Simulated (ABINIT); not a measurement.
# A GW chain in ABINIT: NaH (Fm-3m), part 3 of 3

Aim: the G0W0 gap of NaH (Fm-3m) on PBE, step by step.

ABINIT 10.8.3; PBE and many-body steps on it, plane waves. Known limits of the many-body steps: not at the basis limit; coarse k mesh.

So far. Step 4 (Empty states on the mesh, 4×4×4 mesh, 42 bands): On this mesh the gap is 3.829 eV. Step 5 (Screening, 4×4×4 mesh, 38 bands, screening to 130.6 eV): Local fields lower ε∞ by 10 %. On a Γ-centred mesh this coarse the value itself is usually too large, while a short band sum pulls it down.

**6. Self-energy, 4×4×4 mesh, 38 bands, screening to 130.6 eV**

The self-energy is evaluated for the states that the input lists, and the levels follow from it, in one-shot runs by the linearised quasiparticle equation.

This step: G0W0 on PBE, plane waves, norm-conserving pseudopotentials.

Contents of run.abi:

```
acell 3*1.0 Angstrom
rprim 
  -0.000000000000 2.386421665200 2.386421665200
  2.386421665200 -0.000000000000 2.386421665200
  2.386421665200 2.386421665200 -0.000000000000
ntypat 2
znucl 11 1
natom 2
typat 1 2
xred 
  0.000000000000 0.000000000000 0.000000000000
  0.500000000000 0.500000000000 0.500000000000
pp_dirpath "pseudos"
pseudos "Na.upf, H.upf"
ecut 38
ngkpt 4 4 4
nshiftk 1
shiftk 0 0 0
kptopt 1
chksymbreak 0
istwfk *1
occopt 1
irdwfk 1
optdriver 4
nband 38
gwcalctyp 0
ecutsigx 38
symsigma 1
nkptgw 3
kptgw 
  -0.2500000000 0.5000000000 0.2500000000
  0.5000000000 0.0000000000 0.0000000000
  0.0000000000 0.0000000000 0.0000000000
bdgw 
  4 7
  3 7
  2 9
ecuteps 4.8
irdscr 1
ppmodel 1
indata_prefix "in"
outdata_prefix "out"
tmpdata_prefix "tmp"
```

Run with:

```
$ OMP_NUM_THREADS=1 mpirun -n 4 abinit run.abi > log
```

Numbers of over 12 decimals in the logs are rounded to 6 here.

Log:

```text
.Version 10.8.3 of ABINIT. v10.8.2 released Aug 2026.

 Symmetries : space group Fm -3 m (#225); Bravais cF (face-center cubic)
[... echo of the input left out ...]
== DATASET  1 ==================================================================
-   mpi_nproc: 4, omp_nthreads: 1 (-1 if OMP is not activated)

--- !DatasetInfo
iteration_state: {dtset: 1, }
dimensions: {natom: 2, nkpt: 8, mband: 38, nsppol: 1, nspinor: 1, nspden: 1, mpw: 2085, }
cutoff_energies: {ecut:  38.0, pawecutdg:  -1.0, }
electrons: {nelect:   1.00000000E+01, charge:   0.00000000E+00, occopt:   1.00000000E+00, tsmear:   1.00000000E-02, }

 SIGMA: Calculation of the GW corrections

 Based on a program developped by R.W. Godby, V. Olevano, G. Onida, and L. Reining.
 Incorporated in ABINIT by V. Olevano, G.-M. Rignanese, and M. Torrent.
.Using double precision arithmetic ; gwpc =  8

[... cell and pseudopotentials left out ...]
--------------------------------------------------------------------------------

 ==== K-mesh for the wavefunctions ====
 Number of points in the irreducible wedge :     8
[... list of points left out ...]
 Together with 48 symmetry operations and time-reversal symmetry
 yields    64 points in the full Brillouin Zone.

 ==== Q-mesh for screening function ====
 Number of points in the irreducible wedge :     8
[... list of points left out ...]
 Together with 48 symmetry operations and time-reversal symmetry
 yields    64 points in the full Brillouin Zone.

 vcoul_init : cutoff-mode = AUXILIARY_FUNCTION
 q-points for optical limit:   1
     1)      0.000010    0.000020    0.000030
 setmesh: FFT mesh size selected  =    36x   36x   36
          total number of points  =        46656

 Number of electrons calculated from density =   10.0000; Expected =   10.0000
 average of density, n =  0.054517
 r_s =    1.6360
 omega_plasma =   22.5228 [eV]

 === KS Band Gaps ===
  >>>> For spin  1
   Minimum direct gap =   4.7080 [eV], located at k-point      :   0.5000  0.0000  0.0000
   Fundamental gap    =   3.8291 [eV], Top of valence bands at :  -0.2500  0.5000  0.2500
                                       Bottom of conduction at :   0.5000  0.0000  0.0000
 SIGMA fundamental parameters:
 PLASMON POLE MODEL  1
 number of plane-waves for SigmaX                 2085
 number of plane-waves for SigmaC and W             89
 number of plane-waves for wavefunctions          2085
 number of bands                                    38
 number of independent spin polarizations            1
 number of spinorial components                      1
 number of k-points in IBZ                           8
 number of q-points in IBZ                           8
 number of symmetry operations                      48
 number of k-points in BZ                           64
 number of q-points in BZ                           64
 number of frequencies for dSigma/dE                 9
 frequency step for dSigma/dE [eV]                0.25
 number of omega for Sigma on real axis              0
 max omega for Sigma on real axis  [eV]           0.00
 zcut for avoiding poles [eV]                     0.10

 EPSILON^-1 parameters (SCR file):
 dimension of the eps^-1 matrix on file             89
 dimension of the eps^-1 matrix used                89
 number of plane-waves for wavefunctions          2085
 number of bands                                    38
 number of q-points in IBZ                           8
 number of frequencies                               2
 number of real frequencies                          1
 number of imag frequencies                          1

 matrix elements of self-energy operator (all in [eV])

 Perturbative Calculation

--- !SelfEnergy_ee
iteration_state: {dtset: 1, }
kpoint     : [  -0.250,    0.500,    0.250, ]
spin       : 1
KS_gap     :    6.132
QP_gap     :    8.387
Delta_QP_KS:    2.254
data: !SigmaeeData |
     Band     E0 <VxcDFT>   SigX SigC(E0)      Z dSigC/dE  Sig(E)    E-E0       E
        4 -22.617 -29.035 -40.946   5.582   0.805  -0.242 -34.132  -5.097 -27.714
        5  -0.504 -10.693 -14.267   1.737   0.770  -0.299 -12.107  -1.414  -1.918
        6   5.628  -7.523  -3.223  -3.276   0.820  -0.219  -6.683   0.840   6.469
        7   5.628  -7.523  -3.223  -3.276   0.820  -0.219  -6.683   0.840   6.469

--- !SelfEnergy_ee
iteration_state: {dtset: 1, }
kpoint     : [   0.500,    0.000,    0.000, ]
spin       : 1
KS_gap     :    4.708
QP_gap     :    6.944
Delta_QP_KS:    2.236
data: !SigmaeeData |
     Band     E0 <VxcDFT>   SigX SigC(E0)      Z dSigC/dE  Sig(E)    E-E0       E
        3 -22.592 -29.105 -41.016   5.600   0.807  -0.239 -34.198  -5.093 -27.685
        4 -22.592 -29.105 -41.016   5.600   0.807  -0.239 -34.198  -5.093 -27.685
        5  -1.383 -10.422 -14.338   1.954   0.764  -0.309 -11.920  -1.499  -2.882
        6   3.325  -7.310  -3.428  -2.994   0.830  -0.205  -6.573   0.737   4.062
        7  10.536  -8.696  -3.348  -4.113   0.770  -0.298  -7.744   0.952  11.487

--- !SelfEnergy_ee
iteration_state: {dtset: 1, }
kpoint     : [   0.000,    0.000,    0.000, ]
spin       : 1
KS_gap     :   14.468
QP_gap     :   17.356
Delta_QP_KS:    2.889
data: !SigmaeeData |
     Band     E0 <VxcDFT>   SigX SigC(E0)      Z dSigC/dE  Sig(E)    E-E0       E
        2 -22.579 -29.135 -41.051   5.572   0.818  -0.223 -34.323  -5.188 -27.767
        3 -22.579 -29.135 -41.051   5.572   0.818  -0.223 -34.323  -5.188 -27.767
        4 -22.579 -29.135 -41.051   5.572   0.818  -0.223 -34.323  -5.188 -27.767
        5  -4.222  -8.941 -13.920   2.647   0.734  -0.362 -10.653  -1.713  -5.934
        6  10.246 -10.810  -5.034  -4.189   0.741  -0.350  -9.634   1.176  11.422
        7  15.444  -6.474  -1.257  -4.562   0.851  -0.176  -5.917   0.557  16.001
        8  15.444  -6.474  -1.257  -4.562   0.851  -0.176  -5.917   0.557  16.001
        9  15.444  -6.474  -1.257  -4.562   0.851  -0.176  -5.917   0.557  16.001

== END DATASET(S) ==============================================================
================================================================================

 -outvars: echo values of variables after computation  --------
           etotal      0.0000000000E+00
            nband          38
             nkpt           8
          spgroup         225
 [... the other variables as echoed above ...]

 Calculation completed.
```

Wall time 3.2 s (4 MPI ranks of Arm Neoverse V1, shared host); peak memory 0.44 GiB.

Numbers from this step:

- G0W0 gap on the points computed: 5.98 eV
- starting gap on the mesh: 3.829 eV
- k of the valence top: -0.25, 0.5, 0.25
- k of the conduction bottom: 0.5, 0, 0
- Z at the valence top: 0.77
- Z at the conduction bottom: 0.83
- least direct G0W0 gap on the computed points: 6.944 eV

The gap on the mesh goes from 3.83 eV to 5.98 eV, a correction of +2.15 eV.

Limits: finite bands, cutoff and mesh; coarse k mesh. v1 is the top filled band, c1 the lowest empty one. The levels before and after the correction (eV, zero at the valence-band top of each column):

```csv
,conduction bottom,valence top
Kohn-Sham,3.83,0.00
G0W0,5.98,0.00
```

```csv
,level,energy (eV)
Kohn-Sham,(-0.25 0.5 0.25) v2,-22.113
Kohn-Sham,(-0.25 0.5 0.25) v1,0.000
Kohn-Sham,(-0.25 0.5 0.25) c1-c2,6.132
Kohn-Sham,(0.5 0 0) v3-v2,-22.087
Kohn-Sham,(0.5 0 0) v1,-0.879
Kohn-Sham,(0.5 0 0) c1,3.829
Kohn-Sham,(0.5 0 0) c2,11.040
G0W0,(-0.25 0.5 0.25) v2,-25.796
G0W0,(-0.25 0.5 0.25) v1,0.000
G0W0,(-0.25 0.5 0.25) c1-c2,8.387
G0W0,(0.5 0 0) v3-v2,-25.767
G0W0,(0.5 0 0) v1,-0.964
G0W0,(0.5 0 0) c1,5.980
G0W0,(0.5 0 0) c2,13.405
```

**7. Where the time went**

Times are wall times on 4 MPI ranks of Arm Neoverse V1, shared host, good to a factor of about two.

| step | time | share | memory (GiB) |
| --- | --- | --- | --- |
| ground state | 5.8 s | 26 % | 0.28 |
| bands along the symmetry lines | 4.8 s | 22 % | 0.25 |
| empty states on the mesh | 4.4 s | 20 % | 0.24 |
| screening | 3.9 s | 18 % | 0.38 |
| self-energy | 3.2 s | 15 % | 0.44 |

**8. Summary of results**

| Item | Value |
| --- | --- |
| PBE gap | 3.83 eV, indirect |
| G0W0 gap on the mesh | 5.98 eV |
| GW settings | 4×4×4 mesh, 38 bands, screening to 130.6 eV, Godby-Needs plasmon pole |
| known limits | not at the basis limit; coarse k mesh |

G0W0 moves the gap on the mesh from 3.83 eV to 5.98 eV (+2.15 eV), with Z of 0.77 and 0.83 at the edges. Local fields lower the RPA ε∞ on this mesh from 3.19 to 2.88; a Γ-centred mesh this coarse tends to raise both, most where the direct gap is narrow, while a short band sum lowers them. Only 3 of the mesh's irreducible points were corrected, so a valley elsewhere could overtake. Bands and cutoff are finite, so the gap is not at the basis limit. The miss can reach some tenths of an eV and take either sign; the mesh is an error of its own. In the G0W0 run levels were corrected at 3 k points alone, so a gap called «on the mesh» is the least over those, and an edge elsewhere would be missed. The 4×4×4 mesh is coarse for this cell, which bears on the long-range parts of exchange and screening.

[Paths, hosts, dates, memory and timing lines, banners, echoed tables and standing remarks are left out of the program output.]

[Logs are printed without paths, hosts, clocks, repeated set-up lines and the standing remarks that a program may print on its own settings, such as how far it seeks lower states.]

[Runs of the session that timed out or met a known fault of the program may be left out.]

[Hosts, paths, dates, database ids (printed as entryN), source tags and the programs' standing remarks are cut or masked in the printed files.]

[G0W0 gaps are taken among the corrected bands and points alone; a level outside them can change the order at an edge.]

[Where Ansatz stands beside ABINIT at settings called matched, ABINIT's density can come from a denser mesh and the files from another edition; pairs whose starting gaps differed by over 0.03 eV were left out, so agreement reads better than it is.]
